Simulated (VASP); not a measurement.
Input of a VASP 6.6.1 run:

Contents of POSCAR:

```
BaO
1.0
    0.0000000000      2.7500000000      2.7500000000
    2.7500000000      0.0000000000      2.7500000000
    2.7500000000      2.7500000000      0.0000000000
Ba O
1 1
Direct
    0.0000000000      0.0000000000      0.0000000000
    0.5000000000      0.5000000000      0.5000000000
```

Contents of INCAR.step1:

```
ALGO = Normal
EDIFF = 1E-5
ENCUT = 520
GGA = PE
GGA_COMPAT = False
ISIF = 2
ISMEAR = 0
LASPH = True
LCHARG = False
LORBIT = 11
LREAL = False
LSORBIT = True
LWAVE = True
MAGMOM = 0 0 0 0 0 0
NELM = 80
PREC = Accurate
SIGMA = 0.02
```

The input INCAR.step2:

```
ALGO = Normal
EDIFF = 1E-7
ENCUT = 520
GGA = PE
GGA_COMPAT = False
HFSCREEN = 0.2
ISIF = 2
ISMEAR = 0
ISTART = 1
LASPH = True
LCHARG = False
LHFCALC = True
LORBIT = 11
LREAL = False
LSORBIT = True
LWAVE = False
MAGMOM = 0 0 0 0 0 0
NELM = 80
PREC = Accurate
PRECFOCK = Fast
SIGMA = 0.02
```

KPOINTS

```
k-points
0
Gamma
  4 4 4
```

Potentials or basis: VASP PAW PBE potentials, release 64 (Ba_sv, O).

Launch:

```sh
$ cat potpaw_PBE.64/Ba_sv/POTCAR potpaw_PBE.64/O/POTCAR > POTCAR
$ cp INCAR.step1 INCAR
$ mpirun -np 1 vasp_ncl > vasp.out
$ cp INCAR.step2 INCAR
$ mpirun -np 1 vasp_ncl > vasp.out
```

Task: Estimate the pressure.

Result: 3.1 GPa.

Task: What does it give for the net moment?

Result: 0.00 μB per cell.

Moments on the atoms (μB; x, y, z):
```
Ba  0.00 0.00 0.00
O   0.00 0.00 0.00
```

Caveat: the k mesh is coarse (spacing up to 0.49 Å⁻¹), so the values aren't converged, least of all with exact exchange; the PAW data sets were made with another functional, which shifts forces and pressure a little.
